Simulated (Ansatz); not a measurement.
# Cu in Ansatz: the effect of functional

Cu:

```
Cu
1.0
     1.21029   -3.94969    0.00000
     1.21029    3.94969    0.00000
     0.00000    0.00000    2.45888
Cu
2
Direct
  0.86613 0.13387 0.75000
  0.13387 0.86613 0.25000
```

This isn't the form of Cu at room conditions, which is fcc.

The cell isn't the ideal one: volume scaled by 0.98.

Alike in all runs:

```yaml
Program: Ansatz 0.2.0
Task: single point
Potentials_or_basis: Ansatz PAW
k_mesh: 11 × 11 × 11
Occupations: fermi-dirac, width 0.05 eV
Spin: no spin polarisation
```

One run gave: pressure -4.7 GPa; largest force 0.02 eV/Å. Which functional did it use?
A. r2SCAN
B. LDA
C. PBEsol

B.

| functional | cutoff | pressure (GPa) | largest force (eV/Å) |
| --- | --- | --- | --- |
| LDA | 420 eV (not typed: the program's choice for these potentials) | -4.7 | 0.02 |
| PBEsol | 420 eV (not typed: the program's choice for these potentials) | 1.6 | 0.02 |
| r2SCAN | 500 eV (not typed: the program's choice for these potentials) | 3.4 | 0.04 |

Caveats: the PAW data sets come from PBE, with cores solved anew for the run's functional, which leaves a small shift of forces and pressure.

Runs at the PBE level aren't shown here.
